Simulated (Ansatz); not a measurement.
# Ti in Ansatz: convergence with cutoff

The system is Ti.

```xyz
1
Lattice="-1.6410 1.6410 1.6410 1.6410 -1.6410 1.6410 1.6410 1.6410 -1.6410" Properties=species:S:1:pos:R:3 pbc="T T T"
Ti    0.0000    0.0000    0.0000
```

This isn't the form of Ti at room conditions, which is hcp.

```yaml
Program: Ansatz 0.2.0
Task: convergence study
Functional: PBE
Potentials_or_basis: all-electron LAPW, scalar-relativistic
Cutoff: 80 eV
Density_cutoff: 320 eV
Basis_error_allowed: 0.001 eV/atom
k_mesh: 11 × 11 × 11
Occupations: fermi-dirac, width 0.05 eV
Spin: no spin polarisation
```

These are the settings of the first run; the series varies cutoff, with any setting tied to it.

Hardware: 1 thread of Intel(R) Xeon(R) Processor @ 2.50GHz (Skylake/Cascade Lake) (shared host).

Q: The values tried are 80 eV, 110 eV, 140 eV, 180 eV, 230 eV, 290 eV, 360 eV, 450 eV, 560 eV, loosest first. From which on does the pressure stay within 0.1 GPa of the tightest run that finished?

A: From 140 eV on.

```
cutoff  energy less the tightest run, at zero smearing (meV/atom)  pressure (GPa)  SCF cycles  CPU time (s)  peak memory (GiB)
 80 eV                                                     120.18           -1.04           6           4.2               0.23
110 eV                                                      19.88           -2.31           6           4.8               0.23
140 eV                                                       4.37           -2.47           6           5.3               0.23
180 eV                                                       0.65           -2.51           6           5.9               0.24
230 eV                                                       0.03           -2.51           6           6.4               0.24
290 eV                                                      -0.01           -2.51           6           8.3               0.27
360 eV                                                       0.00           -2.51           6           9.9               0.28
450 eV                                                       0.00           -2.51           6            15               0.33
560 eV                                                       0.00           -2.51           6            20               0.41
```

Against the tightest run, the energy stays within 1 meV/atom from 180 eV on. The tightest run that finished is the yardstick and may itself not be fully converged.
